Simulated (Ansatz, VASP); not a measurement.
## One calculation of Mg, two programs

INCAR

```
  PREC = Accurate
  ENCUT = 520
  EDIFF = 1E-6
  ISMEAR = -1
  SIGMA = 0.1
  LREAL = F
  LASPH = T
  NELM = 150
  ALGO = Normal
  ISIF = 2
  LWAVE = F
  LCHARG = T
  MAGMOM = 0 0 0
  LORBIT = 11
  LSORBIT = T
  GGA_COMPAT = F
  LORBMOM = T
  GGA = PE
  LVHAR = T
  NBANDS = 13
```

KPOINTS

```
regular mesh
0
Gamma
  12 12 12
```

File POSCAR:

```
Mg
1.0
    0.0000000000      2.2623124468      2.2623124468
    2.2623124468      0.0000000000      2.2623124468
    2.2623124468      2.2623124468      0.0000000000
Mg
1
Direct
    0.0000000000      0.0000000000      0.0000000000
```

Input for Ansatz:

```yaml
crystal:
  lattice:
    - [0.0, 2.2623124468, 2.2623124468]
    - [2.2623124468, 0.0, 2.2623124468]
    - [2.2623124468, 2.2623124468, 0.0]
  atoms:
    - { symbol: Mg, position: [0.0, 0.0, 0.0] }
hamiltonian:
  xc: pbe
  pseudopotentials:
    kind: paw_fr
    azcp:
      Mg: "pseudopotentials/Mg.paw.azcp"
basis:
  ecutwfc: 420
  fft_grid_basis: typed
kpoints:
  mp_grid: { grid: [12, 12, 12], shift: [0, 0, 0] }
magnetization:
  noncollinear: true
  spin_orbit: true
scf:
  occupations: { method: fermi_dirac, width: 0.1 }
```

Alike in both runs: task single point; functional PBE; k mesh 12 × 12 × 12; occupations fermi-dirac, width 0.1 eV; non-collinear spin, spin-orbit coupling.

|  | VASP | Ansatz |
| --- | --- | --- |
| version | VASP 6.6.1 | Ansatz 0.2.0 |
| potentials or method | VASP PAW PBE potentials, release 64 (Mg) | plane waves (420 eV) with PAW, fully relativistic with spin-orbit coupling |
| plane-wave cutoff (eV) | 520 | 420 |
| valence electrons in the cell | 2 | 10 |

```tsv
	VASP	Ansatz	Ansatz less VASP
net moment per atom (μB)	0.00	0.00	0.000
```

The functional is the same, so the differences come from potentials, cutoffs and numerics. The two sets of potentials don't hold the same shells in valence.
